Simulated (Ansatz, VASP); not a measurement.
This is a calculation of Mo for Ansatz 0.2.0.

File input.yaml:

```yaml
crystal:
  lattice:
    - [-1.5838089719, 1.5838089719, 1.5838089719]
    - [1.5838089719, -1.5838089719, 1.5838089719]
    - [1.5838089719, 1.5838089719, -1.5838089719]
  atoms:
    - { symbol: Mo, position: [0.0, 0.0, 0.0] }
kpoints:
  mp_grid: { grid: [12, 12, 12] }
scf:
  occupations: { method: fermi_dirac, width: 0.05 }
hamiltonian:
  xc: pbe
  dispersion: d3bj
  pseudopotentials: { kind: all_electron, lapw: { basis_error: 0.001 } }
output:
  forces: true
  stress: true
relax:
  f_tol: 0.005
  max_steps: 60
  cell: {}
```

Potentials or basis: all-electron LAPW, scalar-relativistic.

The run is started by

```bash
$ ansatz run input.yaml --threads 1 --pin off --max-ram 3072MiB --backend cpu --events-out ev --progress --plain --runs-dir out
```

Question: Translate it to VASP 6.6.1. Potentials there: VASP PAW PBE potentials, release 64 (Mo_sv).

Answer: As run (the cutoff follows the program's own potentials):

File INCAR:

```
ALGO = Normal ; EDIFF = 1E-6
EDIFFG = -0.005 ; ENCUT = 600
GGA = PE ; IBRION = 2
ISIF = 3 ; ISMEAR = -1
IVDW = 12 ; LASPH = T
LCHARG = F ; LREAL = F
LWAVE = F ; NELM = 100
NSW = 80 ; PREC = Accurate
SIGMA = 0.05
```

File KPOINTS:

```
k-points
0
Gamma
  12 12 12
```

POSCAR

```
Mo
1.0
   -1.5838089719      1.5838089719      1.5838089719
    1.5838089719     -1.5838089719      1.5838089719
    1.5838089719      1.5838089719     -1.5838089719
Mo
1
Direct
    0.0000000000      0.0000000000      0.0000000000
```

Potentials or basis: VASP PAW PBE potentials, release 64 (Mo_sv).

Run with:

```sh
$ cat potpaw_PBE.64/Mo_sv/POTCAR > POTCAR
$ mpirun -np 1 vasp_std > vasp.out
```

Both were run:

|  | VASP | Ansatz | Ansatz less VASP |
| --- | --- | --- | --- |
| relaxed volume (Å³/atom) | 15.36 | 15.33 | -0.028 |
| relaxed cell length with the largest relative difference (Å) | 2.712 | 2.711 | -0.0017 |
| energy change over the relaxation (meV/atom) | -15 | -17 | -1.5 |

Ansatz ran all-electron here, so the differences hold the error of VASP's frozen core and of both bases.

Caveats: pairwise dispersion overbinds metals, which lowers pressure and volume (VASP).
